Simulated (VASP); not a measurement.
Write the native input for VASP 6.6.1 that does the following.

| Property | Result |
| --- | --- |
| Task | relaxation of the atoms |
| Functional | LDA |
| Potentials or basis | VASP PAW LDA potentials, release 64 (Ba_sv, F) |
| Cutoff | 600 eV |
| k mesh | 8 × 8 × 8 |
| Occupations | gaussian, width 0.03 eV |
| Spin | no spin polarisation |
| Further INCAR settings | ALGO = Fast; EDIFF = 1e-07; IBRION = 2; EDIFFG = -0.01; NSW = 40 |

The structure of BaF2 (Frankdicksonite) lies in POSCAR:

```
BaF2                                    
1.0
    0.0000000000      3.0437379867      3.0437379867
    3.0437379867      0.0000000000      3.0437379867
    3.0437379867      3.0437379867      0.0000000000
  Ba              F             
     1     2
Direct
     0.0000000000000000    1.0000000000000000    0.0000000000000000
     0.2500000000000000    0.2500000000000000    0.2500000000000000
     0.7500000000000000    0.7500000000000000    0.7500000000000000
```

The input as run:

INCAR

```
ALGO = Fast
EDIFF = 1E-7
EDIFFG = -0.01
ENCUT = 600
IBRION = 2
ISIF = 2
ISMEAR = 0
LASPH = T
LCHARG = F
LREAL = F
LWAVE = F
NELM = 80
NSW = 40
PREC = Accurate
SIGMA = 0.03
```

KPOINTS

```
k-points
0
Gamma
  8 8 8
```

Potentials or basis: VASP PAW LDA potentials, release 64 (Ba_sv, F).

Command:

```sh
$ cat potpaw_LDA.64/Ba_sv/POTCAR potpaw_LDA.64/F/POTCAR > POTCAR
$ mpirun -np 1 vasp_std > vasp.out
```

Results of the run:

The pressure after relaxing is 0.0 GPa and the band gap on the k mesh is 6.61 eV, indirect (least direct gap 6.73 eV).

Caveat: the relaxation stopped at its first step, so nothing moved; spin-orbit coupling is left out, which moves the levels of the heavy elements.

It took 58 s on 1 thread of Intel(R) Xeon(R) Platinum 8488C (Sapphire Rapids), on a shared host, peak memory 0.19 GiB.
